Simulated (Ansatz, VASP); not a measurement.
# Tc in VASP and in Ansatz

Contents of INCAR:

```
SYSTEM = Tc
PREC = Accurate ; ENCUT = 520
EDIFF = 1E-7 ; ISMEAR = -1
SIGMA = 0.05 ; LREAL = .FALSE.
LASPH = .TRUE. ; NELM = 100
ALGO = Fast ; ISIF = 2
LWAVE = .FALSE. ; LCHARG = .FALSE.
NBANDS = 12
```

The input KPOINTS:

```
Automatic mesh
0
G
  9 9 9
  0 0 0
```

The input POSCAR:

```
Tc
1.0
    0.0000000000      1.9500000000      1.9500000000
    1.9500000000      0.0000000000      1.9500000000
    1.9500000000      1.9500000000      0.0000000000
Tc
1
Direct
    0.0000000000      0.0000000000      0.0000000000
```

input.yaml

```yaml
crystal:
  lattice:
    - [0.0, 1.95, 1.95]
    - [1.95, 0.0, 1.95]
    - [1.95, 1.95, 0.0]
  atoms:
    - { symbol: Tc, position: [0.0, 0.0, 0.0] }
kpoints:
  mp_grid: { grid: [9, 9, 9] }
  band_path:
    path:
      - [0.0, 0.0, 0.0]
      - [0.5, 0.0, 0.5]
      - [0.5, 0.25, 0.75]
      - [0.375, 0.375, 0.75]
      - [0.0, 0.0, 0.0]
      - [0.5, 0.5, 0.5]
      - [0.625, 0.25, 0.625]
      - [0.5, 0.25, 0.75]
    npoints: 12
scf:
  occupations: { method: fermi_dirac, width: 0.05 }
hamiltonian:
  xc: lda
  pseudopotentials: { kind: all_electron, lapw: { basis_error: 0.001 } }
output:
  forces: true
  stress: true
  eigenvalues: true
```

Alike in both runs: functional LDA; k mesh 9 × 9 × 9; occupations fermi-dirac, width 0.05 eV; no spin polarisation.

|  | VASP | Ansatz |
| --- | --- | --- |
| version | VASP 6.6.1 | Ansatz 0.2.0 |
| potentials or method | VASP PAW LDA potentials, release 64 (Tc_pv) | all-electron LAPW, scalar-relativistic |
| plane-wave cutoff (eV) | 520 | see its input |
| task | single point | band structure |

```csv
,VASP,Ansatz,Ansatz less VASP
gap on the k mesh at the Fermi level (eV),none,none,-
pressure (GPa),-20.2,-20.2,-0.03
```

A gap of «none» marks a metal or a gap that the smearing closes. Ansatz ran all-electron here, so the differences hold the error of VASP's frozen core and of both bases.

Caveats: so large a pressure means that the cell lies far from this level's equilibrium, or that cutoff or potentials fall short (VASP); the k mesh is thin for a metal, which can move the energy by tens of meV per atom (Ansatz).
